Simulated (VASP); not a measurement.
# La (Im-3m) in VASP: notebook, part 2 of 2

VASP 6.6.1. The steps go on from the part before.

## Step 4: Single point, PBE

INCAR

```
PREC     = Accurate       # precision mode
ENCUT    = 520            # plane-wave cutoff, eV
EDIFF    = 1E-7           # SCF threshold, eV
ISMEAR   = -1             # smearing method
SIGMA    = 0.1            # smearing width, eV
LREAL    = F              # projectors in reciprocal space
LASPH    = T              # aspherical terms in the spheres
NELM     = 100            # most SCF steps
ALGO     = Fast           # electronic algorithm
ISIF     = 2              # what is computed and relaxed
LWAVE    = F              # write WAVECAR
LCHARG   = T              # write CHGCAR
GGA      = PE             # functional
LELF     = T              # ELF
LVHAR    = T            
NBANDS   = 12             # bands
```

KPOINTS

```
Automatic mesh
0
Gamma
  5 5 5
  0.5 0.5 0.5
```

POSCAR

```
La
1.0
   -2.3648300000      2.3648300000      2.3648300000
    2.3648300000     -2.3648300000      2.3648300000
    2.3648300000      2.3648300000     -2.3648300000
La
1
Direct
    0.0000000000      0.0000000000      0.0000000000
```

Potentials or basis: VASP PAW PBE potentials, release 64 (La).

Command:

```
> cat potpaw_PBE.64/La/POTCAR > POTCAR
> mpirun -np 1 vasp_std > vasp.out
```

OUTCAR:

```text
PREC = Accurate
   ENCUT = 520
   EDIFF = 1E-7
   ISMEAR = -1
   LREAL = F
   LASPH = T
   NELM = 100
   ISIF = 2
   GGA = PE

 ion  position               nearest neighbor table
   1  0.000  0.000  0.000-

  LATTYP: Found a body centered cubic cell.
 ALAT       =     4.7296600000

  Lattice vectors:

 A1 = (  -2.3648300000,   2.3648300000,   2.3648300000)
 A2 = (   2.3648300000,  -2.3648300000,   2.3648300000)
 A3 = (   2.3648300000,   2.3648300000,  -2.3648300000)

Analysis of symmetry for initial positions (statically):
=====================================================================
 Subroutine PRICEL returns:
 Original cell was already a primitive cell.

 Routine SETGRP: Setting up the symmetry group for a
 body centered cubic supercell.

 Subroutine GETGRP returns: Found 48 space group operations
 (whereof 48 operations were pure point group operations)
 out of a pool of 48 trial point group operations.

The static configuration has the point symmetry O_h .

Analysis of symmetry for dynamics (positions and initial velocities):
=====================================================================
 Subroutine PRICEL returns:
 Original cell was already a primitive cell.

 Routine SETGRP: Setting up the symmetry group for a
 body centered cubic supercell.

 Subroutine GETGRP returns: Found 48 space group operations
 (whereof 48 operations were pure point group operations)
 out of a pool of 48 trial point group operations.

The dynamic configuration has the point symmetry O_h .

 Subroutine INISYM returns: Found 48 space group operations
 (whereof 48 operations are pure point group operations),
 and found     1 'primitive' translations

----------------------------------------------------------------------------------------

                                     Primitive cell

[... 97 lines left out ...]
   LORBIT       =      0    0 simple, 1 ext, 2 COOP (PROOUT), +10 PAW based schemes
   GGA     = PE    functional components
   LHFCALC =     F    Hartree Fock is set to
   AEXX    =    0.0000 exact exchange contribution
   IVDW    =     0    specifies the selected vdW correction
   LEPSILON=     F    determine dielectric tensor
   LRPA    =     F    only Hartree local field effects (RPA)
 non-spin polarized calculation
 RMM-DIIS sequential band-by-band and
  energy-cutoff  :      520.00
  volume of cell :       52.90
 maximum number of plane-waves:      1464
   NGX = 15   NGY = 15   NGZ = 15

 number of electron      11.0000001 magnetization

 Free energy of the ion-electron system (eV)
  ---------------------------------------------------
  ext. energy  EPLUGINS =         0.00000000
  ---------------------------------------------------
  free energy    TOTEN  =        -4.51874722 eV

  energy without entropy =       -4.42734575  energy(sigma->0) =       -4.47304648

 E-fermi :   4.9988     XC(G=0):  -8.2297

 val. band max:        4.9679550706   @ k =   0.3000   0.1000   0.1000
 cond. band min:       5.1557210910   @ k =   0.3000   0.3000   0.1000
 fundamental gap:      0.1877660204
 Fermi energy:         4.9988343819

 k-point     1 :       0.1000    0.1000    0.1000
  band No.  band energies     occupation
      1     -28.5699      2.00000
      2     -12.2056      2.00000
      3     -12.0113      2.00000
      4     -12.0113      2.00000
      5       2.9249      2.00000
      6       5.3124      0.08330
      7       5.3124      0.08330
      8       5.9787      0.00011
      9       6.0597      0.00005
     10       6.1205      0.00003
     11       6.1222      0.00003
     12       6.2412      0.00001
[... 121 lines left out ...]
 k-point    10 :       0.5000    0.5000    0.5000
  band No.  band energies     occupation
      1     -28.5106      2.00000
      2     -12.2974      2.00000
      3     -12.2974      2.00000
      4     -12.2974      2.00000
      5       3.8996      1.99997
      6       3.8996      1.99997
      7       5.9522      0.00014
      8       6.0094      0.00008
      9       6.0094      0.00008
     10       6.0094      0.00008
     11       6.2726      0.00001
     12       6.2726      0.00001

------------------------ aborting loop because EDIFF is reached ----------------------------------------

  FORCE on cell =-STRESS in cart. coord.  units (eV):
  Direction    XX          YY          ZZ          XY          YZ          ZX
  --------------------------------------------------------------------------------------
  -------------------------------------------------------------------------------------
  Total       -1.8419803     -1.8419803     -1.8419803      0.0000000      0.0000000      0.0000000
  in kB      -55.7873584    -55.7873584    -55.7873584      0.0000000      0.0000000      0.0000000
  external PRESSURE =     -55.7873584 kB  Pullay stress =       0.0000000 kB

 VOLUME and BASIS-vectors are now :
 -----------------------------------------------------------------------------
  energy-cutoff  :      520.00
  volume of cell :       52.90
      direct lattice vectors                 reciprocal lattice vectors
    -2.364830000  2.364830000  2.364830000     0.000000000  0.211431689  0.211431689
     2.364830000 -2.364830000  2.364830000     0.211431689  0.000000000  0.211431689
     2.364830000  2.364830000 -2.364830000     0.211431689  0.211431689  0.000000000

 POSITION                                       TOTAL-FORCE (eV/Angst)
 -----------------------------------------------------------------------------------
      0.00000      0.00000      0.00000        -0.000000      0.000000      0.000000
 -----------------------------------------------------------------------------------
    total drift:                               -0.000000     -0.000000      0.000000

  FREE ENERGIE OF THE ION-ELECTRON SYSTEM (eV)
  ---------------------------------------------------
  free  energy   TOTEN  =        -4.5187472151 eV

  energy  without entropy=       -4.4273457474  energy(sigma->0) =       -4.47304648
```

OSZICAR:

```text
N       E                     dE             d eps       ncg     rms          rms(c)
DAV:   1     0.110506444634E+03    0.11051E+03   -0.36536E+03   240   0.102E+03
DAV:   2     0.464096094860E+01   -0.10587E+03   -0.10209E+03   320   0.168E+02
DAV:   3    -0.364415601772E+01   -0.82851E+01   -0.80115E+01   312   0.852E+01
[... 25 lines left out ...]
RMM:  29    -0.451874680664E+01   -0.18837E-06   -0.21353E-06   331   0.867E-03    0.223E-04
RMM:  30    -0.451874694957E+01   -0.14293E-06   -0.16534E-06   324   0.777E-03    0.219E-04
RMM:  31    -0.451874701110E+01   -0.61532E-07   -0.10991E-06   325   0.778E-03    0.672E-04
RMM:  32    -0.451874712304E+01   -0.11194E-06   -0.11004E-06   311   0.727E-03    0.428E-04
RMM:  33    -0.451874721507E+01   -0.92034E-07   -0.80436E-07   307   0.712E-03
   1 F= -.45187472E+01 E0= -.44730465E+01  d E =-.914015E-01
```

stdout:

```text
POSCAR found type information on POSCAR La
 POSCAR found :  1 types and       1 ions
 scaLAPACK will be used
 LDA part: xc-table for (Slater+PW92), standard interpolation
 POSCAR, INCAR and KPOINTS ok, starting setup
 FFT: planning ... GRIDC
 FFT: planning ... GRID_SOFT
 FFT: planning ... GRID
 WAVECAR not read
 entering main loop
```

Wall time 30 s (1 thread of Intel Xeon Platinum 8375C at 2.90GHz (Ice Lake), shared host); peak memory 0.17 GiB.

What came out:

| Property | Result |
| --- | --- |
| Free energy | -4.5187 eV |
| Pressure | -5.6 GPa |
| Band gap on the k mesh | none (metal or under the smearing width) |

Levels at points of the mesh, in eV from the Fermi level:
```
           k point  band 3  band 4  band 5  band 6  band 7  band 8
(0.50, 0.50, 0.50)  -17.30  -17.30   -1.10   -1.10    0.95    1.01
```

Caveat: the k mesh is coarse (spacing up to 0.38 Å⁻¹), so the values aren't converged.

## Step 5: Single point, PBE

INCAR

```
SYSTEM = La
  ALGO = Fast
  EDIFF = 1E-7
  ENCUT = 520
  GGA = PE
  ISIF = 2
  ISMEAR = -1
  LASPH = .True.
  LCHARG = .False.
  LREAL = .False.
  LWAVE = .False.
  NBANDS = 12
  NELM = 80
  PREC = Accurate
  SIGMA = 0.1
```

KPOINTS

```
k-points
0
Gamma
  5 5 5
  0 0 0
```

POSCAR is that of step 4.

Command:

```
> cat potpaw_PBE.64/La/POTCAR > POTCAR
> mpirun -np 1 vasp_std > vasp.out
```

Run time: 28 s. Hardware: 1 thread of Intel Xeon Platinum 8375C at 2.90GHz (Ice Lake), shared host; peak memory 0.17 GiB.

It converged, with:

```
Free energy            : -4.4878 eV
Pressure               : -5.0 GPa
Band gap on the k mesh : none (metal or under the smearing width)
```

Levels at points of the mesh, in eV from the Fermi level:
```csv
k point,band 2,band 3,band 4,band 5,band 6,band 7,band 8,band 9
"(0.00, 0.00, 0.00)",-16.95,-16.95,-16.95,-3.12,0.95,0.95,0.95,1.13
```

Caveat: the k mesh is coarse (spacing up to 0.38 Å⁻¹), so the values aren't converged. Spin-orbit coupling is left out, which matters for the levels of La.
